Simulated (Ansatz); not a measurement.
# Si2Ni: the cost of one run

Computed with Ansatz 0.2.0 (DFT PBE, scalar-relativistic, plane waves, PAW, unless a step's input says otherwise).

1 further run of the same task is left out (set aside as unsound or not needed).

**1. The structure to begin with**

It takes space group Fm-3m (No. 225, cubic). Conventional cell: a = 5.447 Å, b = 5.447 Å, c = 5.447 Å, α = 90.00°, β = 90.00°, γ = 90.00°. Around Si (site symmetry -43m) lie 4 Ni at 2.36 Å. Around Ni (site symmetry m-3m) lie 8 Si at 2.36 Å.

Coordinates:

```cif
data_structure
_symmetry_space_group_name_H-M 'P 1'
_symmetry_Int_Tables_number 1
_cell_length_a 3.8515
_cell_length_b 3.8515
_cell_length_c 3.8515
_cell_angle_alpha 60.000
_cell_angle_beta 60.000
_cell_angle_gamma 60.000
_cell_volume 40.40
loop_
_atom_site_label
_atom_site_type_symbol
_atom_site_fract_x
_atom_site_fract_y
_atom_site_fract_z
_atom_site_occupancy
Si1 Si 0.25000 0.25000 0.25000 1
Si2 Si 0.75000 0.75000 0.75000 1
Ni1 Ni 0.00000 0.00000 0.00000 1
```

This cell was relaxed beforehand with the same method: volume 13.47 Å³/atom, gap on the mesh none (metal).

**2. Electronic structure at the relaxed geometry**

Input file input.yaml:

```yaml
crystal:
  lattice:
    - [0.0, 2.7234320539, 2.7234320539]
    - [2.7234320539, 0.0, 2.7234320539]
    - [2.7234320539, 2.7234320539, 0.0]
  atoms:
    - { symbol: Si, position: [0.25, 0.25, 0.25] }
    - { symbol: Si, position: [0.75, 0.75, 0.75] }
    - { symbol: Ni, position: [0.0, 0.0, 0.0] }
basis:
  ecutwfc: 420
kpoints:
  mp_grid: { grid: [14, 14, 14] }
  band_path:
    path:
      - [[0.0, 0.0, 0.0], [0.5, 0.0, 0.5], [0.625, 0.25, 0.625]]
      - [[0.375, 0.375, 0.75], [0.0, 0.0, 0.0], [0.5, 0.5, 0.5], [0.5, 0.25, 0.75], [0.5, 0.0, 0.5]]
    npoints: 14
hamiltonian:
  xc: pbe
scf:
  occupations: { method: gaussian, width: 0.1 }
  n_extra_bands: 7
output:
  forces: true
  stress: true
  eigenvalues: true
  populations: true
  dos: { projected: true, de: 0.02, nscf_kmesh: { grid: [21, 21, 21] } }
  bader: true
```

Started as:

```sh
$ ansatz run input.yaml --threads 1 --pin off --max-ram 2560MiB --backend cpu --events-out ev --progress --plain --runs-dir out
```

What time and memory should one allow on 1 thread of Intel Xeon Platinum 8375C at 2.90GHz (Ice Lake), shared host?

About 43 s, with a peak of 0.45 GiB.
